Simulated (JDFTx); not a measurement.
# CoO (P1) in JDFTx: single point with PBE

Aim: the single point of CoO with PBE.

Everything below comes from runs of JDFTx 1.7.0 (patched build). Logs are shortened: lines on timing, memory, paths and dates and some standing lists are left out, and cuts for length are marked. The log counts tension as positive stress, the text compression.

## (1) The cell of the first run

The typed cell holds 2 atoms: a = 2.996 Å, b = 2.996 Å, c = 2.996 Å, α = 60.33°, β = 60.33°, γ = 60.33°.

The cell is a database's computed one.

## (2) Single point, PBE, collinear spin, ferromagnetic start (atoms moved at random, drawn with an rms of 0.05 Å)

File CoO.in:

```
lattice \
    2.8449251281    -2.8449251281     0.0000000000 \
    1.6425182886     1.6425182886    -3.2850365771 \
    4.6107936168     4.6107936168     4.6107936168
coords-type Lattice
ion Co    -0.0031710000     0.0001870000     0.0063720000 1
ion O      0.4702160000     0.5156830000     0.5098730000 1

ion-species pseudo/Co.upf
ion-species pseudo/O.upf
elec-cutoff 48 384
elec-ex-corr gga-PBE
kpoint-folding 11 11 11
elec-smearing Fermi 0.0018374661
elec-n-bands 19
spintype z-spin
initial-magnetic-moments Co 2
elec-initial-magnetization 2 no
electronic-SCF nIterations 100 energyDiffThreshold 1e-09
electronic-minimize nIterations 30 energyDiffThreshold 1e-7
converge-empty-states yes
forces-output-coords Cartesian

dump-name run.$VAR
dump End Ecomponents EigStats BandEigs Kpoints Forces Stress
```

Potentials or basis: PseudoDojo-SR-PBE-0.5-standard.

Command:

```console
$ jdftx -c 1 -i CoO.in -o CoO.out
```

The log of the run:

```text
*************** JDFTx 1.7.0 (patched build) ***************

Input parsed successfully to the following command list (including defaults):
[... the input with its defaults ...]

---------- Setting up symmetries ----------

Found 12 point-group symmetries of the bravais lattice
Found 1 space-group symmetries with basis
Applied RMS atom displacement 0 bohrs to make symmetries exact.

---------- Initializing the Grid ----------
R =
[      2.84493     -2.84493            0  ]
[      1.64252      1.64252     -3.28504  ]
[      4.61079      4.61079      4.61079  ]
unit cell volume = 129.273
G =
[    1.10428   0.637556   0.454237  ]
[   -1.10428   0.637556   0.454237  ]
[ -8.73998e-18   -1.27511   0.454237  ]
Minimum fftbox size, Smin = [  52  52  52  ]
Chosen fftbox size, S = [  54  54  54  ]

---------- Initializing tighter grid for wavefunction operations ----------
R =
[      2.84493     -2.84493            0  ]
[      1.64252      1.64252     -3.28504  ]
[      4.61079      4.61079      4.61079  ]
unit cell volume = 129.273
G =
[    1.10428   0.637556   0.454237  ]
[   -1.10428   0.637556   0.454237  ]
[ -8.73998e-18   -1.27511   0.454237  ]
Minimum fftbox size, Smin = [  36  36  36  ]
Chosen fftbox size, S = [  36  36  36  ]

---------- Exchange Correlation functional ----------
Initalized PBE GGA exchange.
Initalized PBE GGA correlation.

---------- Setting up pseudopotentials ----------
Width of ionic core gaussian charges (only for fluid interactions / plotting) set to 0

Reading pseudopotential file 'pseudo/Co.upf':
  'Co' pseudopotential, 'PBE' functional
  Generated using ONCVPSP code by D. R. Hamann
  17 valence electrons, 4 orbitals, 6 projectors, 1001 radial grid points, with lMax = 2
    3S    l: 0   occupation:  2.0   eigenvalue: -3.763303
    3P    l: 1   occupation:  6.0   eigenvalue: -2.412101
    3D    l: 2   occupation:  7.0   eigenvalue: -0.301498
    4S    l: 0   occupation:  2.0   eigenvalue: -0.201022
  Core radius for overlap checks: 1.60 bohrs.

Reading pseudopotential file 'pseudo/O.upf':
  'O' pseudopotential, 'PBE' functional
  Generated using ONCVPSP code by D. R. Hamann
  6 valence electrons, 2 orbitals, 5 projectors, 936 radial grid points, with lMax = 2
    2S    l: 0   occupation:  2.0   eigenvalue: -0.880572
    2P    l: 1   occupation:  4.0   eigenvalue: -0.331869
  Core radius for overlap checks: 1.39 bohrs.

Initialized 2 species with 2 total atoms.

Folded 1 k-points by 11x11x11 to 1331 k-points.

---------- Setting up k-points, bands, fillings ----------
Adding inversion symmetry to k-mesh for non-inversion-symmetric unit cell.
Reduced to 666 k-points under symmetry.
Computing the number of bands and number of electrons
Calculating initial fillings.
nElectrons:  23.000000   nBands: 19   nStates: 1332

----- Setting up reduced wavefunction bases (one per k-point) -----
average nbasis = 2053.391 , ideal nbasis = 2053.354

---------- Setting up ewald sum ----------
Optimum gaussian width for ewald sums = 1.821976 bohr.
Real space sum over 1331 unit cells with max indices [  5  5  5  ]
Reciprocal space sum over 2197 terms with max indices [  6  6  6  ]

---------- Allocating electronic variables ----------
Initializing wave functions:  linear combination of atomic orbitals
Note: number of bands (19) exceeds available atomic orbitals (14)
Co (M=2) pseudo-atom majority spin occupations:   s ( 1 0.5 )  p ( 3 )  d ( 5 )
Co (M=2) pseudo-atom minority spin occupations:   s ( 1 0 )  p ( 3 )  d ( 3.5 )
O pseudo-atom occupations:   s ( 2 )  p ( 4 )
	FillingsUpdate:  mu: +1.149452260  nElectrons: 23.000000  magneticMoment: [ Abs: 0.11057  Tot: +0.11033 ]
LCAOMinimize: Iter:   0  F: -149.6333894267553717  |grad|_K:  5.763e-03  alpha:  1.000e+00
	FillingsUpdate:  mu: +1.118943976  nElectrons: 23.000000  magneticMoment: [ Abs: 0.13193  Tot: +0.13193 ]
LCAOMinimize: Iter:   1  F: -155.2167855521248327  |grad|_K:  4.406e-03  alpha:  3.274e-01  linmin: -2.043e-01  cgtest:  5.243e-01
	FillingsUpdate:  mu: +0.588574793  nElectrons: 23.000000  magneticMoment: [ Abs: 2.41679  Tot: +2.41679 ]
[... 35 lines of inner loops ...]
LCAOMinimize: 	Predicted alpha/alphaT>3.000000, increasing alphaT to 6.941211e-01.
	FillingsUpdate:  mu: +0.541975592  nElectrons: 23.000000  magneticMoment: [ Abs: 2.97286  Tot: +2.96244 ]
LCAOMinimize: Iter:  15  F: -158.4438738335941821  |grad|_K:  3.309e-07  alpha:  1.120e+00  linmin:  4.778e-05  cgtest:  1.437e-02
LCAOMinimize: Converged (|Delta F|<1.000000e-06 for 2 iters).

-------- Electronic minimization -----------
Will mix electronic density at each iteration.
	FillingsUpdate:  mu: +0.541975592  nElectrons: 23.000000  magneticMoment: [ Abs: 2.97286  Tot: +2.96244 ]
	FillingsUpdate:  mu: +0.540345832  nElectrons: 23.000000  magneticMoment: [ Abs: 2.97286  Tot: +2.96244 ]
SCF: Cycle:  0   F: -158.466906250591222   dF: -2.303e-02   |Residual|: 7.099e-02   |deigs|: 7.262e-02
	FillingsUpdate:  mu: +0.526889584  nElectrons: 23.000000  magneticMoment: [ Abs: 2.99102  Tot: +2.97313 ]
SCF: Cycle:  1   F: -158.469230034231089   dF: -2.324e-03   |Residual|: 1.484e-02   |deigs|: 1.479e-02
	FillingsUpdate:  mu: +0.526624920  nElectrons: 23.000000  magneticMoment: [ Abs: 3.00174  Tot: +2.98232 ]
SCF: Cycle:  2   F: -158.469272520343480   dF: -4.249e-05   |Residual|: 6.524e-03   |deigs|: 1.623e-03
	FillingsUpdate:  mu: +0.526917869  nElectrons: 23.000000  magneticMoment: [ Abs: 3.00718  Tot: +2.98644 ]
SCF: Cycle:  3   F: -158.469277864699137   dF: -5.344e-06   |Residual|: 3.341e-03   |deigs|: 5.294e-04
	FillingsUpdate:  mu: +0.527476392  nElectrons: 23.000000  magneticMoment: [ Abs: 3.00828  Tot: +2.98622 ]
SCF: Cycle:  4   F: -158.469279280251499   dF: -1.416e-06   |Residual|: 9.890e-04   |deigs|: 5.760e-04
	FillingsUpdate:  mu: +0.527396931  nElectrons: 23.000000  magneticMoment: [ Abs: 3.00734  Tot: +2.98587 ]
SCF: Cycle:  5   F: -158.469279485815861   dF: -2.056e-07   |Residual|: 5.127e-04   |deigs|: 2.514e-04
	FillingsUpdate:  mu: +0.527421248  nElectrons: 23.000000  magneticMoment: [ Abs: 3.00692  Tot: +2.98553 ]
SCF: Cycle:  6   F: -158.469279536551369   dF: -5.074e-08   |Residual|: 3.794e-04   |deigs|: 3.251e-04
	FillingsUpdate:  mu: +0.527433548  nElectrons: 23.000000  magneticMoment: [ Abs: 3.00707  Tot: +2.98565 ]
SCF: Cycle:  7   F: -158.469279546683197   dF: -1.013e-08   |Residual|: 1.872e-04   |deigs|: 2.673e-04
	FillingsUpdate:  mu: +0.527432878  nElectrons: 23.000000  magneticMoment: [ Abs: 3.00696  Tot: +2.98557 ]
SCF: Cycle:  8   F: -158.469279552583714   dF: -5.901e-09   |Residual|: 1.972e-04   |deigs|: 1.665e-04
	FillingsUpdate:  mu: +0.527437651  nElectrons: 23.000000  magneticMoment: [ Abs: 3.00692  Tot: +2.98554 ]
SCF: Cycle:  9   F: -158.469279553799879   dF: -1.216e-09   |Residual|: 1.273e-04   |deigs|: 1.422e-04
	FillingsUpdate:  mu: +0.527437425  nElectrons: 23.000000  magneticMoment: [ Abs: 3.00693  Tot: +2.98555 ]
SCF: Cycle: 10   F: -158.469279554552770   dF: -7.529e-10   |Residual|: 4.392e-05   |deigs|: 1.404e-04
	FillingsUpdate:  mu: +0.527436667  nElectrons: 23.000000  magneticMoment: [ Abs: 3.00694  Tot: +2.98556 ]
SCF: Cycle: 11   F: -158.469279554822236   dF: -2.695e-10   |Residual|: 1.462e-05   |deigs|: 1.450e-04
SCF: Converged (|Delta E|<1.000000e-09 for 2 iters).

Setting wave functions to eigenvectors of Hamiltonian
Converging empty states (this may take a while): |deigs|: 1.842e-03

# Stress tensor in Cartesian coordinates [Eh/a0^3]:
[ -1.41625e-05  6.64602e-06 -2.36267e-07  ]
[  6.64602e-06 -1.30432e-05  1.11926e-05  ]
[ -2.36267e-07  1.11926e-05 -7.26991e-06  ]

# Ionic positions in lattice coordinates:
ion Co  -0.003171000000000   0.000187000000000   0.006372000000000 1
ion O   0.470216000000000   0.515683000000000   0.509873000000000 1

# Forces in Cartesian coordinates:
force Co  -0.001587905174399  -0.000321215502417  -0.000395369406416 1
force O   0.001576441235986   0.000324144414439   0.000400503110777 1

# Energy components:
   Eewald =     -106.6442989527821510
       EH =       45.4720908006404940
     Eloc =     -133.7275124791252097
      Enl =      -21.7204609196966132
      Exc =      -32.2413929029294266
 Exc_core =       11.0641209958156921
       KE =       79.3293103747484452
-------------------------------------
     Etot =     -158.4681430833287550
       TS =        0.0011364714934684
-------------------------------------
        F =     -158.4692795548222364

IonicMinimize: Iter:   0  F: -158.469279554822236  |grad|_K:  9.602e-04
IonicMinimize: None of the convergence criteria satisfied after 0 iterations.

#--- Lowdin population analysis ---
# oxidation-state Co +1.123
# magnetic-moments Co +2.582
# oxidation-state O -1.001
# magnetic-moments O +0.410

Dumping 'run.eigStats' ...
	eMin: -3.029752 at state 0 ( [ +0.000000 +0.000000 +0.000000 ] spin 1 )
	HOMO: +0.527417 at state 1104 ( [ +0.363636 +0.090909 +0.272727 ] spin -1 )
	mu  : +0.527438
	LUMO: +0.527442 at state 1269 ( [ +0.454545 +0.454545 +0.272727 ] spin -1 )
	eMax: +1.574194 at state 1094 ( [ +0.363636 +0.000000 +0.363636 ] spin -1 )
	HOMO-LUMO gap: +0.000025
	Optical gap  : +0.000867 at state 966 ( [ +0.181818 -0.090909 -0.272727 ] spin -1 )
Done!
```

It took 32 min on 1 thread of Intel Xeon Platinum 8488C (Sapphire Rapids), shared host; peak memory 2.2 GiB.

Results:

| Quantity | Value |
| --- | --- |
| Free energy | -4312.1688 eV |
| Pressure | 0.3 GPa |
| Largest force | 0.086 eV/Å |
| Band gap on the k mesh | none (metal or under the smearing width) |
| Net moment | 2.99 μB per cell |
| Absolute moment | 3.01 μB per cell |
| Site moments | Co +2.58; O +0.41 μB |
| Loewdin charges | Co +1.12; O -1.00 e |

Forces in eV/Å, atoms in the order of the input:
```
Co  -0.082 -0.017 -0.020
O    0.081  0.017  0.021
```

Stress tensor (GPa, compression positive):
```
 0.42 -0.20  0.01
-0.20  0.38 -0.33
 0.01 -0.33  0.21
```

Caveat: the atomic charges don't sum to the cell's charge; a cell with one magnetic atom can't hold antiferromagnetic order, which such compounds often take; semilocal functionals often make such compounds metallic where correlation or magnetic order opens a gap, which also shifts bond lengths.
